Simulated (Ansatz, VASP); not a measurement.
# Au: VASP beside Ansatz

```
Au
1.0
     0.00000    2.04188    2.04188
     2.04188    0.00000    2.04188
     2.04188    2.04188    0.00000
Au
1
Direct
  0.00000 0.00000 0.00000
```

Alike in both runs: functional PBEsol; k mesh 18 × 18 × 18; occupations gaussian, width 0.1 eV; no spin polarisation.

Ansatz relaxed the structure, and its values are those at the end. VASP's run is a single point on that final structure, the one shown.

|  | VASP | Ansatz |
| --- | --- | --- |
| version | VASP 6.6.1 | Ansatz 0.2.0 |
| potentials or method | VASP PAW PBE potentials, release 64 (Au) | scalar-relativistic, plane waves, PAW |
| plane-wave cutoff (eV) | 520 | 420 |
| valence electrons in the cell | 11 | 19 |

Ansatz gave:

```
gap on the k mesh at the Fermi level (eV) : none
pressure (GPa)                            : 0.0
```

**Question.** What did VASP give for the same quantities?

**Answer.** gap on the k mesh at the Fermi level (eV): none; pressure (GPa): -0.3.

A gap of «none» marks a metal or a gap that the smearing closes. The two sets of potentials don't hold the same shells in valence.

Caveats: the PAW data sets were made with another functional, which shifts forces and pressure a little (VASP). Spin-orbit coupling is left out, which matters for the levels of Au.
